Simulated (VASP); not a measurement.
# GeSe (Pnma) in VASP: a series of runs

The runs below take GeSe through G0W0 quasiparticle levels, band structure, with PBE, LDA, TB-mBJ.

Everything below comes from runs of VASP 6.6.1. Logs are shortened: lines on timing, memory, paths and dates and some standing lists are left out, and cuts for length are marked.

## (1) The crystal as given

It takes space group Pnma (No. 62, orthorhombic). Conventional cell: a = 10.966 Å, b = 3.883 Å, c = 4.420 Å, α = 90.00°, β = 90.00°, γ = 90.00°. Around Ge (site symmetry m) lie 3 Se at 2.59 to 2.61 Å. Around Se (site symmetry m) lie 3 Ge at 2.59 to 2.61 Å.

## (2) G0W0 quasiparticle levels, PBE

POSCAR reads:

```
GeSe                                    
1.0
   10.9664253095      0.0000000000      0.0000000000
    0.0000000000      3.8831138208     -0.0000000000
    0.0000000000      0.0000000000      4.4196094564
  Ge              Se            
     4     4
Direct
     0.1233744932349566    0.7500000000000000    0.8873939451778052
     0.6233744932349566    0.7500000000000000    0.6126060548221948
     0.3766255067650433    0.2500000000000000    0.3873939451778051
     0.8766255067650434    0.2500000000000000    0.1126060548221948
     0.8548721654417266    0.7500000000000000    0.5018858972808884
     0.3548721654417265    0.7500000000000000    0.9981141027191116
     0.6451278345582734    0.2500000000000000    0.0018858972808884
     0.1451278345582736    0.2500000000000000    0.4981141027191115
```

INCAR.step1 reads:

```
PREC     = Accurate       # precision mode
ENCUT    = 500            # plane-wave cutoff, eV
EDIFF    = 1E-8           # SCF threshold, eV
ISMEAR   = 0              # smearing method
SIGMA    = 0.01           # smearing width, eV
LREAL    = F              # projectors in reciprocal space
LASPH    = T              # aspherical terms in the spheres
NELM     = 80             # most SCF steps
ALGO     = Fast           # electronic algorithm
LWAVE    = T              # write WAVECAR
LCHARG   = F              # write CHGCAR
GGA      = PE             # functional
```

INCAR.step2 reads:

```
PREC     = Accurate       # precision mode
ENCUT    = 500            # plane-wave cutoff, eV
EDIFF    = 1E-8           # SCF threshold, eV
ISMEAR   = 0              # smearing method
SIGMA    = 0.01           # smearing width, eV
LREAL    = F              # projectors in reciprocal space
LASPH    = T              # aspherical terms in the spheres
NELM     = 1              # most SCF steps
ALGO     = Exact          # electronic algorithm
LWAVE    = T              # write WAVECAR
LCHARG   = F              # write CHGCAR
GGA      = PE             # functional
NBANDS   = 717            # bands
LOPTICS  = T              # frequency-dependent dielectric function
ISTART   = 1
```

INCAR.step3 reads:

```
PREC     = Accurate       # precision mode
ENCUT    = 500            # plane-wave cutoff, eV
EDIFF    = 1E-8           # SCF threshold, eV
ISMEAR   = 0              # smearing method
SIGMA    = 0.01           # smearing width, eV
LREAL    = F              # projectors in reciprocal space
LASPH    = T              # aspherical terms in the spheres
ALGO     = EVGW0          # electronic algorithm
LWAVE    = F              # write WAVECAR
LCHARG   = F              # write CHGCAR
GGA      = PE             # functional
NELMGW   = 1            
NBANDS   = 720            # bands
ENCUTGW  = 150            # cutoff of the response function
NOMEGA   = 48             # frequency points
PRECFOCK = Fast         
ISTART   = 1            
NBANDSGW = 48
```

KPOINTS reads:

```
regular mesh
0
Gamma
  1 4 4
```

Potentials or basis: VASP PAW PBE potentials, release 64 (Ge_d_GW, Se_GW).

Run with:

```bash
cat potpaw_PBE.64/Ge_d_GW/POTCAR potpaw_PBE.64/Se_GW/POTCAR > POTCAR
cp INCAR.step1 INCAR
mpirun -np 4 vasp_std > vasp.out
cp INCAR.step2 INCAR
mpirun -np 4 vasp_std > vasp.out
cp INCAR.step3 INCAR
mpirun -np 4 vasp_std > vasp.out
```

OUTCAR:

```text
PREC = Accurate
   ENCUT = 500
   EDIFF = 1E-8
   ISMEAR = 0
   LREAL = F
   LASPH = T
   GGA = PE
   NELMGW = 1
   ENCUTGW = 150
   PRECFOCK = Fast
   ISTART = 1

 ion  position               nearest neighbor table
   1  0.123  0.750  0.887-   6 2.59   8 2.61   8 2.61
   2  0.623  0.750  0.613-   5 2.59   7 2.61   7 2.61
   3  0.377  0.250  0.387-   8 2.59   6 2.61   6 2.61
   4  0.877  0.250  0.113-   7 2.59   5 2.61   5 2.61
   5  0.855  0.750  0.502-   2 2.59   4 2.61   4 2.61
   6  0.355  0.750  0.998-   1 2.59   3 2.61   3 2.61
   7  0.645  0.250  0.002-   4 2.59   2 2.61   2 2.61
   8  0.145  0.250  0.498-   3 2.59   1 2.61   1 2.61

  LATTYP: Found a simple orthorhombic cell.
 ALAT       =     3.8831138208
 B/A-ratio  =     1.1381611924
 C/A-ratio  =     2.8241318219

  Lattice vectors:

 A1 = (   0.0000000000,   3.8831138208,   0.0000000000)
 A2 = (   0.0000000000,   0.0000000000,   4.4196094564)
 A3 = (  10.9664253095,   0.0000000000,   0.0000000000)

Analysis of symmetry for initial positions (statically):
=====================================================================
 Subroutine PRICEL returns:
 Original cell was already a primitive cell.

 Routine SETGRP: Setting up the symmetry group for a
 simple orthorhombic supercell.

 Subroutine GETGRP returns: Found  8 space group operations
 (whereof  2 operations were pure point group operations)
 out of a pool of  8 trial point group operations.

The static configuration has the point symmetry S_2 .
 The point group associated with its full space group is D_2h.

Analysis of symmetry for dynamics (positions and initial velocities):
=====================================================================
 Subroutine PRICEL returns:
 Original cell was already a primitive cell.

 Routine SETGRP: Setting up the symmetry group for a
 simple orthorhombic supercell.

 Subroutine GETGRP returns: Found  8 space group operations
 (whereof  2 operations were pure point group operations)
 out of a pool of  8 trial point group operations.

The dynamic configuration has the point symmetry S_2 .
 The point group associated with its full space group is D_2h.

 Subroutine INISYM returns: Found  8 space group operations
 (whereof  2 operations are pure point group operations),
 and found     1 'primitive' translations

----------------------------------------------------------------------------------------

                                     Primitive cell

  volume of cell :     188.2041

  direct lattice vectors                    reciprocal lattice vectors
    10.966425309  0.000000000  0.000000000     0.091187417  0.000000000  0.000000000
     0.000000000  3.883113821  0.000000000     0.000000000  0.257525287  0.000000000
     0.000000000  0.000000000  4.419609456     0.000000000  0.000000000  0.226264336

  length of vectors
    10.966425309  3.883113821  4.419609456     0.091187417  0.257525287  0.226264336

  position of ions in fractional coordinates (direct lattice)
     0.123374493  0.750000000  0.887393945
     0.623374493  0.750000000  0.612606055
     0.376625507  0.250000000  0.387393945
     0.876625507  0.250000000  0.112606055
     0.854872165  0.750000000  0.501885897
     0.354872165  0.750000000  0.998114103
     0.645127835  0.250000000  0.001885897
     0.145127835  0.250000000  0.498114103

  ion indices of the primitive-cell ions
   primitive index   ion index
                 1           1
                 2           2
                 3           3
                 4           4
                 5           5
                 6           6
                 7           7
                 8           8

----------------------------------------------------------------------------------------

 KPOINTS: regular mesh

Automatic generation of k-mesh.
 Grid dimensions read from file:
 generate k-points for:    1    4    4

 Generating k-lattice:

  Cartesian coordinates                     Fractional coordinates (reciprocal lattice)
     0.091187417  0.000000000  0.000000000     1.000000000  0.000000000  0.000000000
     0.000000000  0.064381322  0.000000000     0.000000000  0.250000000  0.000000000
     0.000000000  0.000000000  0.056566084     0.000000000  0.000000000  0.250000000

  Length of vectors
     0.091187417  0.064381322  0.056566084

  Shift w.r.t. Gamma in fractional coordinates (k-lattice)
     0.000000000  0.000000000  0.000000000

 Subroutine IBZKPT returns following result:
 ===========================================

 Found      9 irreducible k-points:

 Following reciprocal coordinates:
            Coordinates               Weight
  0.000000  0.000000  0.000000      1.000000
  0.000000  0.250000  0.000000      2.000000
  0.000000  0.500000  0.000000      1.000000
  0.000000  0.000000  0.250000      2.000000
  0.000000  0.250000  0.250000      4.000000
  0.000000  0.500000  0.250000      2.000000
  0.000000  0.000000  0.500000      1.000000
  0.000000  0.250000  0.500000      2.000000
  0.000000  0.500000  0.500000      1.000000
   k-points           NKPTS =      9   k-points in BZ     NKDIM =     16   number of bands    NBANDS=    720
   number of dos      NEDOS =    301   number of ions     NIONS =      8
   total plane-waves  NPLWV =  71680
   dimension x,y,z NGX =    80 NGY =   28 NGZ =   32
   dimension x,y,z NGXF=   160 NGYF=   56 NGZF=   64
   ions per type =               4   4
   NGX,Y,Z   is equivalent  to a cutoff of  12.13, 11.99, 12.04 a.u.
   NGXF,Y,Z  is equivalent  to a cutoff of  24.26, 23.98, 24.07 a.u.
 SYSTEM =  unknown system
   PREC   = accura    normal or accurate (medium, high low for compatibility)
   ISTART =      1    job   : 0-new  1-cont  2-samecut
   ICHARG =      0    charge: 1-file 2-atom 10-const
   ISPIN  =      1    spin polarized calculation?
   LNONCOLLINEAR =      F non collinear calculations
   LSORBIT =      F    spin-orbit coupling
   LASPH  =      T    aspherical Exc in radial PAW
   ENCUT  =  500.0 eV  36.75 Ry    6.06 a.u.  19.99  7.08  8.06*2*pi/ulx,y,z
   NELM   =     60;   NELMIN=  2; NELMDL=  0     # of ELM steps
   EDIFF  = 0.1E-07   stopping-criterion for ELM
   LREAL  =      F    real-space projection
   EDIFFG = 0.1E-06   stopping-criterion for IOM
   NSW    =      0    number of steps for IOM
   IBRION =     -1    ionic relax: 0-MD 1-quasi-New 2-CG
   NFREE  =      0    steps in history (QN), initial steepest desc. (CG)
   ISIF   =      0    stress and relaxation
   ISYM   =      3    0-nonsym 1-usesym 2-fastsym
   POTIM  = 0.5000    time-step for ionic-motion
   TEBEG  =    0.0;   TEEND  =   0.0 temperature during run
   PSTRESS=    0.0 pullay stress
   NELECT =      80.0000    total number of electrons
   NUPDOWN=      -1.0000    fix difference up-down
   EMIN   =  10.00;   EMAX   =-10.00  energy-range for DOS
   EFERMI =   0.00;   METHOD = LEGACY
   ISMEAR =     0;   SIGMA  =   0.01  broadening in eV -4-tet -1-fermi 0-gaus
   EFERMI_NEDOS =   21; number of points for ismear=-14 and -15
   IALGO  =     38    algorithm
   IMIX   =      4    mixing-type and parameters
     AMIX     =   0.40;   BMIX     =  1.00
     AMIX_MAG =   1.60;   BMIX_MAG =  1.00
  volume/ion in A,a.u.               =      23.53       158.76
  Fermi-wavevector in a.u.,A,eV,Ry     =   1.230916  2.326094 20.614928  1.515154
  Thomas-Fermi vector in A             =   2.365746
   LORBIT       =      0    0 simple, 1 ext, 2 COOP (PROOUT), +10 PAW based schemes
   GGA     = PE    functional components
   LHFCALC =     T    Hartree Fock is set to
   PRECFOCK=fast      Normal, Fast or Accurate (Low or Medium for compatibility)
   ENCUT4O =  -1.0   cutoff for four orbital integrals eV
   NKREDX  =     1    reduce k-point grid by
   NKREDY  =     1    reduce k-point grid by
   NKREDZ  =     1    reduce k-point grid by
   AEXX    =    1.0000 exact exchange contribution
   HFSCREEN=    0.0000 screening length (either q_TF or 0.3 A-1)
   HFSCREENC=   0.0000 screening length for correlation (either q_TF or 0.3 A-1)
   ENCUTFOCK=  -1.0 apply spherical cutoff to Coloumb kernel
   IVDW    =     0    specifies the selected vdW correction
   LEPSILON=     F    determine dielectric tensor
   LRPA    =     F    only Hartree local field effects (RPA)
   LRPAFORCE           =     F    calculate RPA forces
   ENCUTGW             = 150.0    cutoff for response function in eV
   ENCUTGWSOFT         = 120.0    soft cutoff for Coulomb kernel in GW response function in eV
   ENCUTLF             =  -1.0    cutoff for local field effects
   NELMGW              =     1    number of iterations in solving QP/BSE equation
   NELMHF              =     1    number of iterations in the inner HF iteration
   NKREDLFX            =     1    NKREDLFY  =   1   NKREDLFZ  =   1
 non-spin polarized calculation
 Gauss-broadening in eV      SIGMA  =   0.01
  energy-cutoff  :      500.00
  volume of cell :      188.20
 maximum number of plane-waves:      4792
 NGX is ok and might be reduce to    80
  NGX = 48; NGY = 16; NGZ = 18
   NGX = 39   NGY = 15   NGZ = 17
 maximum number of plane-waves:       796
 NGX is ok and might be reduce to    42

 QP shifts <psi_nk| G(iteration)W_0 |psi_nk>: iteration 1
 for sc-GW calculations column KS-energies equals QP-energies in previous step
 and V_xc(KS)=  KS-energies - (<T + V_ion + V_H > + <T+V_H+V_ion>^1  + <V_x>^1)

 k-point   1 :       0.0000    0.0000    0.0000
  band No.  KS-energies  QP-energies   sigma(KS)   V_xc(KS)     V^pw_x(r,r')   Z            occupation Imag(sigma)

      1     -21.4835     -24.6085     -27.9194     -23.1007     -38.0859       0.6485       2.0000       0.3347
      2     -21.4812     -24.6109     -27.9287     -23.1072     -38.0893       0.6491       2.0000       0.3303
      3     -21.4774     -24.6497     -27.9517     -23.1189     -38.1152       0.6564       2.0000       0.3267
      4     -21.4774     -24.6497     -27.9517     -23.1189     -38.1152       0.6564       2.0000       0.3267
      5     -21.4774     -24.6497     -27.9517     -23.1189     -38.1152       0.6564       2.0000       0.3267
      6     -21.4774     -24.6497     -27.9517     -23.1189     -38.1152       0.6564       2.0000       0.3267
[... 40 lines left out ...]
     47       6.6558       6.7151     -10.9870     -11.0678      -6.3902       0.7339       0.0000      -0.1553
     48       7.3112       7.3964     -11.1250     -11.2416      -6.2113       0.7310       0.0000      -0.1898

 k-point   2 :       0.0000    0.2500    0.0000
  band No.  KS-energies  QP-energies   sigma(KS)   V_xc(KS)     V^pw_x(r,r')   Z            occupation Imag(sigma)

      1     -21.4802     -24.6291     -27.9445     -23.1125     -38.1123       0.6517       2.0000       0.3327
      2     -21.4802     -24.6291     -27.9445     -23.1125     -38.1123       0.6517       2.0000       0.3327
      3     -21.4802     -24.6291     -27.9445     -23.1125     -38.1123       0.6517       2.0000       0.3327
      4     -21.4802     -24.6291     -27.9445     -23.1125     -38.1123       0.6517       2.0000       0.3327
      5     -21.4760     -24.6453     -27.9473     -23.1194     -38.1073       0.6565       2.0000       0.3249
      6     -21.4760     -24.6453     -27.9473     -23.1194     -38.1073       0.6565       2.0000       0.3249
[... 40 lines left out ...]
     47       6.2927       6.3042     -10.3251     -10.3405      -5.8818       0.7449       0.0000      -0.1388
     48       6.8935       6.9257     -10.7057     -10.7491      -6.1007       0.7409       0.0000      -0.1638

 k-point   3 :       0.0000    0.5000    0.0000
  band No.  KS-energies  QP-energies   sigma(KS)   V_xc(KS)     V^pw_x(r,r')   Z            occupation Imag(sigma)

      1     -21.4815     -24.6275     -27.9429     -23.1106     -38.1130       0.6510       2.0000       0.3343
      2     -21.4815     -24.6275     -27.9429     -23.1106     -38.1130       0.6510       2.0000       0.3343
      3     -21.4815     -24.6275     -27.9429     -23.1106     -38.1130       0.6510       2.0000       0.3343
      4     -21.4815     -24.6275     -27.9429     -23.1106     -38.1130       0.6510       2.0000       0.3343
      5     -21.4738     -24.6398     -27.9488     -23.1231     -38.1076       0.6561       2.0000       0.3244
      6     -21.4738     -24.6398     -27.9488     -23.1231     -38.1076       0.6561       2.0000       0.3244
[... 300 lines left out ...]
     47       7.6367       7.7079     -11.2294     -11.3259      -6.4614       0.7382       0.0000      -0.2017
     48       7.6367       7.7079     -11.2294     -11.3259      -6.4614       0.7382       0.0000      -0.2017

 k-point   9 :       0.0000    0.5000    0.5000
  band No.  KS-energies  QP-energies   sigma(KS)   V_xc(KS)     V^pw_x(r,r')   Z            occupation Imag(sigma)

      1     -21.4829     -24.6125     -27.9313     -23.1054     -38.1056       0.6485       2.0000       0.3360
      2     -21.4829     -24.6125     -27.9313     -23.1054     -38.1056       0.6485       2.0000       0.3360
      3     -21.4829     -24.6125     -27.9313     -23.1054     -38.1056       0.6485       2.0000       0.3360
      4     -21.4829     -24.6125     -27.9313     -23.1054     -38.1056       0.6485       2.0000       0.3360
      5     -21.4738     -24.6508     -27.9481     -23.1227     -38.1073       0.6584       2.0000       0.3252
      6     -21.4738     -24.6508     -27.9481     -23.1227     -38.1073       0.6584       2.0000       0.3252
[... 40 lines left out ...]
     47       8.1072       8.0782     -10.1967     -10.1580      -5.4485       0.7525       0.0000      -0.2048
     48       8.1072       8.0782     -10.1967     -10.1580      -5.4485       0.7525       0.0000      -0.2048
```

Wall time 59 min (4 MPI ranks of AMD EPYC 7R13 (Zen 3), shared host); peak memory 1.5 GiB.

Results:

```
Band gap on the k mesh, mean-field level : 0.90 eV, direct
Quasiparticle gap                        : 1.32 eV
Least direct quasiparticle gap           : 1.32 eV
```

Levels at points of the mesh, in eV from the valence-band top:
| k point | band 37 | band 38 | band 39 | band 40 | band 41 | band 42 | band 43 | band 44 |
| --- | --- | --- | --- | --- | --- | --- | --- | --- |
| (0.00, 0.00, 0.00) | -1.19 | -0.90 | -0.62 | 0.00 | 0.90 | 2.85 | 2.89 | 2.91 |
| (0.00, 0.50, 0.00) | -1.18 | -1.18 | -0.97 | -0.97 | 1.30 | 1.30 | 1.39 | 1.39 |
| (0.00, 0.00, 0.50) | -0.76 | -0.76 | -0.20 | -0.20 | 1.42 | 1.42 | 2.10 | 2.10 |
| (0.00, 0.50, 0.50) | -1.98 | -1.98 | -1.29 | -1.29 | 3.03 | 3.03 | 3.46 | 3.46 |

Caveat: the k mesh is coarse (spacing up to 0.57 Å⁻¹), so the values aren't converged; bands, screening cutoff and mesh are small and nothing is extrapolated, so the quasiparticle values aren't converged; an odd mesh through Γ misses points on the zone boundary, where band edges often lie.

(Part 1 of 2 ends here.)
